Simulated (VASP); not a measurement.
# MgO (P-6m2) in VASP: a series of runs, part 2 of 2

VASP 6.6.1. Earlier steps stand in the parts before.

**4. Single point, PBE**

Input file INCAR:

```
ADDGRID = False
ALGO = Normal
EDIFF = 1E-7
ENCUT = 800
GGA = PE
ISIF = 2
ISMEAR = 0
LASPH = True
LCHARG = False
LREAL = False
LWAVE = False
NELM = 100
PREC = Accurate
SIGMA = 0.5
```

Input file KPOINTS:

```
k-points
0
Gamma
  8 8 7
```

Input file POSCAR:

```
MgO
1.0
    2.9380209034      0.0000000000      0.0000000000
   -1.4690104517      2.5444007392      0.0000000000
    0.0000000000      0.0000000000      2.6796800000
Mg O
1 1
Direct
    0.0000000000      0.0000000000      0.0000000000
    0.3333333333      0.6666666667      0.5000000000
```

Potentials or basis: VASP PAW PBE potentials, release 64 (Mg, O_h).

Command:

```
$ cat potpaw_PBE.64/Mg/POTCAR potpaw_PBE.64/O_h/POTCAR > POTCAR
$ mpirun -np 1 vasp_std > vasp.out
```

OUTCAR:

```text
EDIFF = 1E-7
   ENCUT = 800
   GGA = PE
   ISIF = 2
   ISMEAR = 0
   LASPH = True
   LREAL = False
   NELM = 100
   PREC = Accurate

 Found     40 irreducible k-points:

 Following reciprocal coordinates:
            Coordinates               Weight
  0.000000  0.000000  0.000000      1.000000
  0.125000  0.000000  0.000000      6.000000
  0.250000  0.000000  0.000000      6.000000
  0.375000  0.000000  0.000000      6.000000
  0.500000  0.000000  0.000000      3.000000
  0.125000  0.125000  0.000000      6.000000
   k-points           NKPTS =     40   k-points in BZ     NKDIM =     40   number of bands    NBANDS=      8
   number of dos      NEDOS =    301   number of ions     NIONS =      2
   total plane-waves  NPLWV =  21952
   dimension x,y,z NGX =    28 NGY =   28 NGZ =   28
   dimension x,y,z NGXF=    56 NGYF=   56 NGZF=   56
   ions per type =               1   1
   NGX,Y,Z   is equivalent  to a cutoff of  15.84, 15.84, 17.37 a.u.
   NGXF,Y,Z  is equivalent  to a cutoff of  31.69, 31.69, 34.74 a.u.
 SYSTEM =  unknown system
   PREC   = accura    normal or accurate (medium, high low for compatibility)
   ISTART =      0    job   : 0-new  1-cont  2-samecut
   ICHARG =      2    charge: 1-file 2-atom 10-const
   ISPIN  =      1    spin polarized calculation?
   LNONCOLLINEAR =      F non collinear calculations
   LSORBIT =      F    spin-orbit coupling
   LASPH  =      T    aspherical Exc in radial PAW
   ENCUT  =  800.0 eV  58.80 Ry    7.67 a.u.   6.78  6.78  6.18*2*pi/ulx,y,z
   NELM   =    100;   NELMIN=  2; NELMDL= -5     # of ELM steps
   EDIFF  = 0.1E-06   stopping-criterion for ELM
   LREAL  =      F    real-space projection
   EDIFFG = 0.1E-05   stopping-criterion for IOM
   NSW    =      0    number of steps for IOM
   IBRION =     -1    ionic relax: 0-MD 1-quasi-New 2-CG
   NFREE  =      0    steps in history (QN), initial steepest desc. (CG)
   ISIF   =      2    stress and relaxation
   ISYM   =      2    0-nonsym 1-usesym 2-fastsym
   POTIM  = 0.5000    time-step for ionic-motion
   TEBEG  =    0.0;   TEEND  =   0.0 temperature during run
   PSTRESS=    0.0 pullay stress
   NELECT =       8.0000    total number of electrons
   NUPDOWN=      -1.0000    fix difference up-down
   EMIN   =  10.00;   EMAX   =-10.00  energy-range for DOS
   EFERMI =   0.00;   METHOD = LEGACY
   ISMEAR =     0;   SIGMA  =   0.50  broadening in eV -4-tet -1-fermi 0-gaus
   EFERMI_NEDOS =   21; number of points for ismear=-14 and -15
   IALGO  =     38    algorithm
   IMIX   =      4    mixing-type and parameters
     AMIX     =   0.40;   BMIX     =  1.00
     AMIX_MAG =   1.60;   BMIX_MAG =  1.00
  volume/ion in A,a.u.               =      10.02        67.59
  Fermi-wavevector in a.u.,A,eV,Ry     =   1.205583  2.278221 19.775115  1.453430
  Thomas-Fermi vector in A             =   2.341275
   LORBIT       =      0    0 simple, 1 ext, 2 COOP (PROOUT), +10 PAW based schemes
   GGA     = PE    functional components
   LHFCALC =     F    Hartree Fock is set to
   AEXX    =    0.0000 exact exchange contribution
   IVDW    =     0    specifies the selected vdW correction
   LEPSILON=     F    determine dielectric tensor
   LRPA    =     F    only Hartree local field effects (RPA)
 non-spin polarized calculation
 Gauss-broadening in eV      SIGMA  =   0.50
  energy-cutoff  :      800.00
  volume of cell :       20.03
 maximum number of plane-waves:      1038
 NGX is ok and might be reduce to    28
   NGX = 13   NGY = 13   NGZ = 13

 number of electron       7.9999998 magnetization

 Free energy of the ion-electron system (eV)
  ---------------------------------------------------
  ext. energy  EPLUGINS =         0.00000000
  ---------------------------------------------------
  free energy    TOTEN  =       -11.23524005 eV

  energy without entropy =      -11.23523935  energy(sigma->0) =      -11.23523970

 E-fermi :   5.3063     XC(G=0): -10.7379

 val. band max:        3.6804231022   @ k =   0.3750   0.2500   0.0000
 cond. band min:       6.6835768456   @ k =   0.0000   0.0000   0.0000
 fundamental gap:      3.0031537434
 Fermi energy:         5.3062906721

 k-point     1 :       0.0000    0.0000    0.0000
  band No.  band energies     occupation
      1     -13.7503      2.00000
      2       3.0860      2.00000
      3       3.0860      2.00000
      4       3.2891      2.00000
      5       6.6836      0.00010
      6      15.5582      0.00000
      7      19.2536      0.00000
      8      19.2536      0.00000

 k-point     2 :       0.1250    0.0000    0.0000
  band No.  band energies     occupation
      1     -13.6162      2.00000
      2       2.1260      2.00000
      3       2.9709      2.00000
      4       3.3371      2.00000
      5       7.5936      0.00000
      6      15.5302      0.00000
      7      17.9871      0.00000
      8      19.6449      0.00000

 k-point     3 :       0.2500    0.0000    0.0000
  band No.  band energies     occupation
      1     -13.2712      2.00000
      2       0.5362      2.00000
      3       2.7104      2.00000
      4       3.4574      2.00000
      5       9.0508      0.00000
      6      14.6848      0.00000
      7      17.4944      0.00000
      8      20.5186      0.00000

 k-point     4 :       0.3750    0.0000    0.0000
  band No.  band energies     occupation
      1     -12.8899      2.00000
      2      -0.7145      2.00000
      3       2.4685      2.00000
      4       3.5851      2.00000
      5      10.0370      0.00000
      6      14.0942      0.00000
      7      17.2134      0.00000
      8      21.2396      0.00000

 k-point     5 :       0.5000    0.0000    0.0000
  band No.  band energies     occupation
      1     -12.7189      2.00000
      2      -1.1907      2.00000
      3       2.3718      2.00000
      4       3.6391      2.00000
      5      10.2825      0.00000
      6      14.2166      0.00000
      7      16.7758      0.00000
      8      21.4820      0.00000

 k-point     6 :       0.1250    0.1250    0.0000
  band No.  band energies     occupation
      1     -13.3759      2.00000
      2       1.0259      2.00000
      3       2.6641      2.00000
      4       3.4217      2.00000
      5       8.7399      0.00000
      6      15.0097      0.00000
      7      17.5231      0.00000
      8      20.0991      0.00000

 [... further k-points ...]

------------------------ aborting loop because EDIFF is reached ----------------------------------------

  FORCE on cell =-STRESS in cart. coord.  units (eV):
  Direction    XX          YY          ZZ          XY          YZ          ZX
  --------------------------------------------------------------------------------------
  -------------------------------------------------------------------------------------
  Total       -0.4378794     -0.4378794     -0.4498142      0.0000000     -0.0000000      0.0000000
  in kB      -35.0220704    -35.0220704    -35.9766268      0.0000000     -0.0000000      0.0000000
  external PRESSURE =     -35.3402559 kB  Pullay stress =       0.0000000 kB

 VOLUME and BASIS-vectors are now :
 -----------------------------------------------------------------------------
  energy-cutoff  :      800.00
  volume of cell :       20.03
      direct lattice vectors                 reciprocal lattice vectors
     2.938020903  0.000000000  0.000000000     0.340365175  0.196509926  0.000000000
    -1.469010452  2.544400739  0.000000000     0.000000000  0.393019851  0.000000000
     0.000000000  0.000000000  2.679680000     0.000000000  0.000000000  0.373178887

 POSITION                                       TOTAL-FORCE (eV/Angst)
 -----------------------------------------------------------------------------------
      0.00000      0.00000      0.00000         0.000000     -0.000000      0.000000
     -0.00000      1.69627      1.33984        -0.000000      0.000000      0.000000
 -----------------------------------------------------------------------------------
    total drift:                               -0.000001      0.000000     -0.000000

  FREE ENERGIE OF THE ION-ELECTRON SYSTEM (eV)
  ---------------------------------------------------
  free  energy   TOTEN  =       -11.2352400502 eV

  energy  without entropy=      -11.2352393490  energy(sigma->0) =      -11.23523970
```

OSZICAR:

```text
N       E                     dE             d eps       ncg     rms          rms(c)
DAV:   1     0.440531040109E+02    0.44053E+02   -0.57540E+03   656   0.126E+03
DAV:   2    -0.101302050507E+02   -0.54183E+02   -0.52077E+02   880   0.178E+02
DAV:   3    -0.129504418170E+02   -0.28202E+01   -0.28202E+01   704   0.549E+01
DAV:   4    -0.129659613404E+02   -0.15520E-01   -0.15520E-01  1144   0.392E+00
DAV:   5    -0.129659629082E+02   -0.15678E-05   -0.15678E-05   704   0.380E-02    0.751E+00
DAV:   6    -0.112882069950E+02    0.16778E+01   -0.11045E+01   704   0.221E+01    0.250E+00
DAV:   7    -0.112532365705E+02    0.34970E-01   -0.94779E-02   776   0.382E+00    0.141E+00
DAV:   8    -0.112354861575E+02    0.17750E-01   -0.42137E-02   728   0.336E+00    0.265E-01
DAV:   9    -0.112352085331E+02    0.27762E-03   -0.41565E-04  1048   0.223E-01    0.177E-01
DAV:  10    -0.112352396749E+02   -0.31142E-04   -0.75318E-04   704   0.287E-01    0.108E-02
DAV:  11    -0.112352394720E+02    0.20286E-06   -0.44549E-06  1008   0.302E-02    0.433E-03
DAV:  12    -0.112352400422E+02   -0.57011E-06   -0.10787E-06   720   0.993E-03    0.520E-04
DAV:  13    -0.112352400502E+02   -0.80247E-08   -0.60322E-09   728   0.885E-04
   1 F= -.11235240E+02 E0= -.11235240E+02  d E =-.701165E-06
```

Run time: 12 s. Hardware: 1 thread of AMD EPYC 7R13 (Zen 3), shared host; peak memory 0.14 GiB.

The run converged, but some of its settings lie outside the range that counts as converged, so its numbers aren't taken as properties of the crystal.

What came out:

| Item | Value |
| --- | --- |
| Free energy | -11.2352 eV |
| Band gap on the k mesh | 3.00 eV, indirect (least direct gap 3.39 eV) |

Caveat: the cutoff is under 1.25 times the usual one of these potentials, so pressure, stress and relaxed cells hold a basis-set (Pulay) error; an odd mesh through Γ misses points on the zone boundary, where band edges often lie.

**5. For comparison**

An earlier run on the cell as given: functional PBE; potentials or basis VASP PAW PBE potentials, release 64 (Mg, O); cutoff 520 eV; k mesh 10 × 10 × 10; occupations fermi-dirac, width 0.05 eV; no spin polarisation.

- Pressure: -0.7 GPa
- Band gap on the k mesh: 3.01 eV, indirect (least direct gap 3.40 eV)
